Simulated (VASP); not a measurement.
Crystal: KI.

```xyz
16
Lattice="0.0000 7.0655 7.0655 7.0655 0.0000 7.0655 7.0655 7.0655 0.0000" Properties=species:S:1:pos:R:3 pbc="T T T"
K     0.0000    0.0000    0.0000
K     3.5328    3.5328    0.0000
K     3.5328    0.0000    3.5328
K     7.0655    3.5328    3.5328
K     0.0000    3.5328    3.5328
K     3.5328    7.0655    3.5328
K     3.5328    3.5328    7.0655
K     7.0655    7.0655    7.0655
I     3.5328    3.5328    3.5328
I     7.0655    7.0655    3.5328
I     7.0655    3.5328    7.0655
I    10.5983    7.0655    7.0655
I     3.5328    7.0655    7.0655
I     7.0655   10.5983    7.0655
I     7.0655    7.0655   10.5983
I    10.5983   10.5983   10.5983
```

```yaml
Program: VASP 6.6.1
Task: phonon dispersion
Functional: LDA
Potentials_or_basis: VASP PAW LDA potentials, release 64 (K_sv, I)
Cutoff: 520 eV
k_mesh: 2 × 2 × 2
Occupations: gaussian, width 0.03 eV
Spin: no spin polarisation
Long-range_dipole_term: yes
Supercell_matrix: "[2, 0, 0, 0, 2, 0, 0, 0, 2]"
Further_INCAR_settings: LREAL = Auto; ALGO = Fast; EDIFF = 1e-07; IBRION = 6; POTIM = 0.015; NSW = 1
```

Is this structure dynamically stable at this level, and how far does the spectrum reach?

Yes, as far as this q mesh shows: no mode on the path is imaginary. The highest frequency is 124 cm⁻¹.

Phonon frequencies at the corners of the path (cm⁻¹, interpolated; i marks imaginary ones):
| point | frequencies |
| --- | --- |
| Γ | 0 0 0 84 84 124 |
| X | 20 20 43 83 83 88 |
| W | 33 33 44 79 88 88 |
| K | 29 38 42 77 89 89 |
| L | 41 41 56 71 71 115 |
| U | 29 38 42 77 89 89 |

A q mesh this small can miss soft modes between its points.

Caveat: the k mesh is coarse (spacing up to 0.39 Å⁻¹), so the values aren't converged.
